The row at $-1.55$ eV looks wrong. The total density of states (DOS) there is 2.21 states per eV and cell, about a fifth of the peak that stands three bins lower, and it lies deep among the filled states of a metal. The row is real within this r2SCAN calculation: it marks the seam between a set of bands that belongs mainly to Ni and a set that belongs mainly to Ti. It's a dip, and states remain in it.

Three sizes are worth keeping. The occupied Ni 3d weight centres 2 eV below the Fermi level. The Fermi level lies on a plateau of about 6 states per eV and cell, three quarters of it Ti 3d. The up and down spins of Ti are displaced by about 0.3 eV.

Kohn-Sham density of states of Cu3Au-type Ti3Ni (a = 3.941 Å), total and Löwdin-projected (summed over sites), averaged over 0.2 eV bins and counted from the Fermi level. Ansatz 0.2.0, r2SCAN, scalar-relativistic plane-wave PAW, collinear spin, cutoff 500 eV. Self-consistency used a 10×10×10 k mesh and 0.1 eV Gaussian smearing, the states a 15×15×15 mesh and tetrahedra.

| energy (eV) | density of states total (states/eV/cell) | DOS Ti 3d up (states/eV/cell) | DOS Ti 3d down (states/eV/cell) | DOS Ni 3d down (states/eV/cell) | DOS Ni 3d up (states/eV/cell) | DOS Ti 4s down (states/eV/cell) |
| --- | --- | --- | --- | --- | --- | --- |
| -5.15 | 0.61 | 0.02 | 0.02 | 0 | 0 | 0.1700 |
| -4.95 | 0.72 | 0.03 | 0.02 | 0.01 | 0.01 | 0.1900 |
| -4.75 | 0.85 | 0.04 | 0.04 | 0.01 | 0.01 | 0.2200 |
| -4.55 | 0.84 | 0.05 | 0.05 | 0.01 | 0.01 | 0.2000 |
| -4.35 | 0.84 | 0.07 | 0.07 | 0.01 | 0.01 | 0.1800 |
| -4.15 | 0.98 | 0.12 | 0.1 | 0.02 | 0.02 | 0.1600 |
| -3.95 | 1.71 | 0.32 | 0.33 | 0.02 | 0.03 | 0.2000 |
| -3.75 | 1.12 | 0.18 | 0.17 | 0.02 | 0.03 | 0.1700 |
| -3.55 | 1.00 | 0.17 | 0.1 | 0.03 | 0.06 | 0.2000 |
| -3.35 | 1.82 | 0.51 | 0.18 | 0.06 | 0.25 | 0.2600 |
| -3.15 | 3.65 | 0.90 | 0.51 | 0.29 | 0.75 | 0.4000 |
| -2.95 | 4.96 | 0.88 | 0.92 | 0.9 | 0.93 | 0.6000 |
| -2.75 | 5.02 | 0.94 | 0.82 | 1.03 | 1.37 | 0.3900 |
| -2.55 | 7.45 | 1.43 | 1.03 | 1.72 | 2.47 | 0.2900 |
| -2.35 | 9.47 | 1.40 | 1.36 | 2.58 | 3.44 | 0.2700 |
| -2.15 | 10.86 | 1.06 | 1.39 | 4.03 | 3.91 | 0.1100 |
| -1.95 | 8.82 | 0.74 | 0.97 | 3.97 | 2.66 | 0.0600 |
| -1.75 | 4.34 | 0.12 | 0.48 | 2.21 | 1.19 | 0.1000 |
| -1.55 | 2.21 | 0.37 | 0.16 | 0.77 | 0.69 | 0.0600 |
| -1.35 | 4.54 | 1.47 | 0.62 | 0.85 | 1.04 | 0.1200 |
| -1.15 | 5.08 | 1.24 | 1.48 | 0.83 | 0.75 | 0.2300 |
| -0.95 | 4.53 | 1.63 | 1.02 | 0.59 | 0.59 | 0.2200 |
| -0.75 | 5.24 | 2.22 | 1.43 | 0.46 | 0.5 | 0.1600 |
| -0.55 | 6.16 | 2.62 | 1.89 | 0.43 | 0.51 | 0.1200 |
| -0.35 | 6.38 | 2.36 | 2.27 | 0.43 | 0.5 | 0.1300 |
| -0.15 | 6.05 | 2.09 | 2.46 | 0.42 | 0.33 | 0.0900 |
| 0.05 | 5.77 | 2.46 | 1.72 | 0.29 | 0.44 | 0.0800 |
| 0.25 | 5.80 | 1.61 | 2.78 | 0.42 | 0.31 | 0.1500 |
| 0.45 | 4.48 | 1.57 | 1.94 | 0.35 | 0.25 | 0.1100 |
| 0.65 | 5.62 | 3.32 | 1.5 | 0.26 | 0.23 | 0.0500 |
| 0.85 | 5.14 | 2.48 | 2.05 | 0.16 | 0.18 | 0.0400 |
| 1.05 | 5.73 | 1.53 | 3.57 | 0.2 | 0.16 | 0.0500 |
| 1.25 | 3.63 | 1.16 | 1.97 | 0.18 | 0.08 | 0.0400 |
| 1.45 | 3.19 | 1.38 | 1.3 | 0.09 | 0.08 | 0.0400 |
| 1.65 | 2.63 | 0.69 | 1.5 | 0.09 | 0.02 | 0.1100 |
| 1.85 | 2.11 | 1.04 | 0.78 | 0.03 | 0.03 | 0.0500 |
| 2.05 | 3.30 | 1.98 | 0.98 | 0.03 | 0.07 | 0.0500 |
| 2.25 | 4.59 | 2.20 | 1.99 | 0.07 | 0.08 | 0.0800 |
| 2.45 | 6.12 | 3.26 | 2.39 | 0.1 | 0.12 | 0.0600 |
| 2.65 | 8.76 | 4.51 | 3.64 | 0.15 | 0.2 | 0.0500 |

Energy is counted from the Fermi level, so negative values are filled states. The total column counts all states of the four-atom cell, and the other columns give the part that projects on one shell and one spin, with the three Ti atoms added together. A column summed over bins and multiplied by the bin width gives electrons. The printed analysis after this note lists those sums and the orbital shares.

## Why the filled states split in two

Ni has six more protons than Ti, and d electrons screen one another poorly, so the Ni 3d level lies below the Ti 3d level. In this structure a Ni atom touches twelve Ti atoms and no Ni, while a Ti atom touches eight Ti and four Ni. Ni 3d electrons can therefore move mainly by way of Ti, whereas Ti forms a connected network with a broad band of its own. This is standard band theory, and the table agrees with it: the Ni weight gathers in one peak, and the Ti weight runs through the whole window and is still rising at its top.

Two limits bracket the result. Let $\delta$ be the distance between the two d levels and $V$ the hopping between them. For $V \ll \delta$ the lower states carry a Ti weight of order $(V/\delta)^2$, close to nothing: Ni holds a closed $d^{10}$ shell in a sharp peak, like an anion's core. For $\delta \to 0$ the lower states are bonding combinations shared half and half, and neither element owns them. With fifteen Ti and five Ni d orbitals per spin, ten Ti combinations have no Ni partner and stay in the middle. Mixing therefore doesn't empty the whole interval between bonding and antibonding states; it pushes the Ni-derived group down, away from the Ti states above it, and a dip is expected at that seam.

The electron count places the cell between the limits. Below the dip lie 13.9 electrons, seven bands of each spin: room for five Ni-derived bands and two more. The d part is 10.5 electrons. Of these 6.96 project on Ni and 3.56 on Ti, so a third of the d weight is Ti. That third overstates the Ni–Ti mixing by an amount the table can't give, because the two extra bands, s-like or the bottom of the Ti band, carry Ti 3d weight of their own. The numbers show the shares; reading them as bonding states is the argument from the two-level picture.

The order within the peak fits that picture without proving it, since the bottom of a broad Ti band reaching below a narrow Ni band would give the same order. Bonding states are pushed down furthest, and on the lower flank at $-3.15$ eV Ti 3d outweighs Ni 3d by a factor 1.36. Ni states that couple only weakly to Ti are expected to stay nearer the bare level, at the top of the group, and at $-1.75$ eV the ratio has dropped to 0.18. The dip is the bin where this almost pure Ni edge has run out and the Ti band has barely begun.

In the same picture the antibonding partners begin just above the dip. At $-1.35$ eV the two metals contribute nearly equally, and from there the Ni weight thins out almost steadily up to the second dip. Part of that tail crosses the Fermi level, which leaves Ni with 8.81 d electrons and 1.19 holes in the Löwdin populations of the same calculation. The closed-shell limit is thus not reached.

The Bader charge of that calculation, $-1.98\,e$ on Ni, seems to say otherwise, while the Löwdin charge is $+0.26\,e$. The Löwdin charges of all four atoms are positive, because 0.71 electrons of the cell lie outside the projected shells, so their sign says nothing about charge transfer. Bader analysis divides space, and it gives Ni a basin of 21.4 Å$^3$ against 13.2 for each Ti. A basin that large can collect diffuse charge that an orbital projection assigns to the neighbours. Neither charge is a count of filled d orbitals, and the empty Ni 3d states in the table are the direct evidence.

## The tail, the plateau and the second dip

Far below the peak the states look like those of nearly free electrons. At $-4.75$ eV 88 % of the small DOS is not 3d, and about half of it is Ti 4s if the two spins are taken as equal. The spike at $-3.95$ eV interrupts this tail; its excess over the next bin up is half Ti 3d and half non-d, with no Ni 3d. Roughly two electrons are filled in by the end of the spike, as many as one band holds, so a flat stretch near the top of the lowest band is a fair guess. The band structure would have to confirm it.

The cell has $3\times4+10=22$ valence electrons, and the lower dip comes at 13.9 of them. The other 8.1 go into the Ti-rich band, which is why the Fermi level has Ti character. The rule this cell suggests is a count: the late metal's d group and a few low bands, here two of each spin, fill first, and what is left sets how far the early metal's band is filled.

A second dip of the same depth appears at $+1.85$ eV, where Ni 3d makes up only 3 % of the states. Ni–Ti mixing has died out there, so the dip belongs to the Ti network. It falls where 52 % of the Ti 3d states are used up, which suits a divide between Ti–Ti bonding and antibonding halves. That reading is untested, and a split of the d shell by site symmetry could produce a similar dip. The Fermi level is about eight electrons from either dip and profits from neither.

## How large the spin splitting is

The cell carries 0.87 $\mu_B$, and 82 % of it is Ti 3d by the Löwdin populations (the run's site moments put 70 % on Ti), although the run started with a moment on Ni alone. A full shell has no net spin however its two halves are displaced, and a partly filled band gains moment in proportion to its DOS at the Fermi level. Ni is near the first limit and Ti in the second. The bins show it as well: Ti gathers 0.11 $\mu_B$ below the lower dip and 0.55 above it.

A rigid shift gives an estimate with no adjustable constant. Let $g$ be the Ti 3d DOS per spin near the Fermi level, and let the up band move down and the down band up by $\Delta/2$ each. Up gains $g\Delta/2$ electrons and down loses as many, so the moment is $m=g\Delta$. With $m$ from the Löwdin 3d populations of the three Ti atoms and $g$ the mean of the eight Ti 3d entries from $-0.35$ to $+0.25$ eV,

$$\Delta=\frac{m}{g}=\frac{3\,(1.623-1.384)}{17.75/8}\ \text{eV}=\frac{0.72}{2.22}\ \text{eV}=0.32\ \text{eV}.$$

The table brackets this value. The Ti up peaks at $-0.55$ and $+0.65$ eV have down copies 0.4 eV higher, the one at $+0.05$ eV and the two dips are displaced by 0.2 eV, and the up and down curves match about equally well at either shift. One bin is the resolution, so the agreement is no finer than that. The Ni states seem to shift less: their centre below the dip moves by 0.12 eV, and their up and down curves match best at 0.2 eV. That is the order expected if the exchange field is stronger where the moment is larger, though the difference from Ti is about one bin. Since moment and shift come from one calculation, the agreement supports a roughly rigid Ti band and leaves open whether the moment should be there.

The shift also accounts for the ragged rows. Ti 3d up has its lower minimum one bin below that of Ti 3d down, so both spins possess the dip and their offset blurs it in the total. At $+0.45$ eV the total sags to 4.48 because both Ti spins are between peaks there. The up peak at $+0.65$ eV and its down copy at $+1.05$ eV make the two humps that follow. Features one bin wide have not been checked against a denser mesh.

## What to do about it

Treat the moment as provisional. The relation $m=g\Delta$ implies an exchange splitting of 1.4 eV per $\mu_B$ on each Ti. The moment cancels from this ratio, which is $3/g$: the exchange strength a rigid Ti band of this DOS needs to hold a moment at all. It is about twice the rough recalled 0.7 for early 3d metals such as Ti in local functionals, so on this Ti-only count a local functional is expected to fall short of it. r2SCAN tends to overestimate itinerant magnetism, and the cell is under a tension of 1.83 GPa, which narrows bands and helps a moment. That the functional creates the moment is a guess. The run warns that its state may not be the lowest, so compare energies with a nonmagnetic and an antiferromagnetic start at the relaxed volume, and repeat with a second functional.

Match the DOS to the question. The unbinned value at the Fermi level is 6.48 states per eV and cell, 7 % above the bin at $-0.15$ eV and 12 % above the bin at $+0.05$ eV that contains the level, so it sits on a feature narrower than a bin and needs a denser mesh before it is quoted. For alloying the bin averages are the better guide: at 5.77 to 6.05 states per eV, one electron more or less per cell moves the Fermi level by about 0.17 eV in a rigid band, roughly a tenth of the way to the lower dip. Light alloying would leave the level on the Ti plateau, though on a different wiggle of it.

Quote the two-group structure with more confidence than the fine structure. The separation of the Ni peak from the Fermi level is several times the spin shift, so a change of magnetic state should move the lower dip by about a bin at most and leave it standing. All of this describes an idealised Cu$_3$Au-type cell at zero temperature without spin-orbit coupling. The equilibrium compounds of the two metals are Ti$_2$Ni, TiNi and TiNi$_3$, so a spectrum measured on a Ti-rich alloy is not a spectrum of this phase.

The analysis program printed:

```
energy eV | total | shares of total: Ti 3d, Ni 3d, remainder, twice Ti 4s down | Ti3d/Ni3d
-4.75 |  0.85 | 9% 2% 88% 52% | 4.00
-3.95 |  1.71 | 38% 3% 59% 23% | 13.00
-3.75 |  1.12 | 31% 4% 64% 30% | 7.00
-3.15 |  3.65 | 39% 28% 33% 22% | 1.36
-2.95 |  4.96 | 36% 37% 27% 24% | 0.98
-2.15 | 10.86 | 23% 73% 4% 2% | 0.31
-1.75 |  4.34 | 14% 78% 8% 5% | 0.18
-1.55 |  2.21 | 24% 66% 10% 5% | 0.36
-1.35 |  4.54 | 46% 42% 12% 5% | 1.11
-0.15 |  6.05 | 75% 12% 12% 3% | 6.07
 0.05 |  5.77 | 72% 13% 15% 3% | 5.73
 0.45 |  4.48 | 78% 13% 8% 5% | 5.85
 1.85 |  2.11 | 86% 3% 11% 5% | 30.33
 2.65 |  8.76 | 93% 4% 3% 1% | 23.29
peak -2.15 eV, dips -1.55 and 1.85 eV; peak/lower dip 4.9
rise -3.75 to -3.95: total 0.59, Ti 3d 0.30, Ni 3d 0.00, remainder 0.29
electrons in window to Fermi level 21.34 of 22; below window 0.66
worst-case rounding of such an integral 0.026 e per column
filled up to eV | all (with part below window) | Ti 3d | Ni 3d | Ti+Ni 3d, electrons
-3.65 |  2.20 |  0.33 |  0.04 |  0.37
-1.55 | 13.89 |  3.56 |  6.96 | 10.52
 0.00 | 22.00 |  8.78 |  8.79 | 17.57
 1.85 | 30.32 | 15.66 |  9.52 | 25.18
 2.75 | 35.09 | 20.03 |  9.69 | 29.72
Ni share of d weight below lower dip 66%; lower dip to Fermi level holds 8.11 e
Ti 3d filling of 30: Fermi level 29%, upper dip 52%, window top 67%
3d electrons, bins vs Loewdin: Ti3 8.78 vs 9.02; Ni 8.79 vs 8.81
Ni 3d holes 1.19; empty Ni 3d seen in window 0.90
Loewdin charge Ti +0.15, Ni +0.26 e; unprojected 0.71 e
3d moment muB, bins vs Loewdin: Ti3 0.66 vs 0.72; Ni 0.08 vs 0.09; Ti share of cell moment 82%
Ti 3d moment gathered below lower dip 0.11, above it 0.55 muB
occupied centres eV: Ni 3d -2.00 (rms width 0.70), Ti 3d -1.45
Ni 3d centre below lower dip: up -2.34, down -2.22, shift 0.12 eV
Ti 3d lower dip: up -1.75, down -1.55, shift 0.2 eV
Ti 3d peak below Fermi level: up -0.55, down -0.15, shift 0.4 eV
Ti 3d peak above: up 0.65, down 1.05, shift 0.4 eV
Ti 3d upper dip: up 1.65, down 1.85, shift 0.2 eV
Ti rms up-down mismatch at shift eV: 0.0: 0.87, 0.2: 0.46, 0.4: 0.48, 0.6: 0.90
Ni rms up-down mismatch at shift eV: 0.0: 0.67, 0.2: 0.30, 0.4: 1.09, 0.6: 1.68
Ti 3d DOS per spin near Fermi level 2.22/eV; rigid shift m/g 0.32 eV; per Ti moment 1.4 eV/muB
DOS at Fermi level exceeds neighbouring bins by 7% and 12%
```
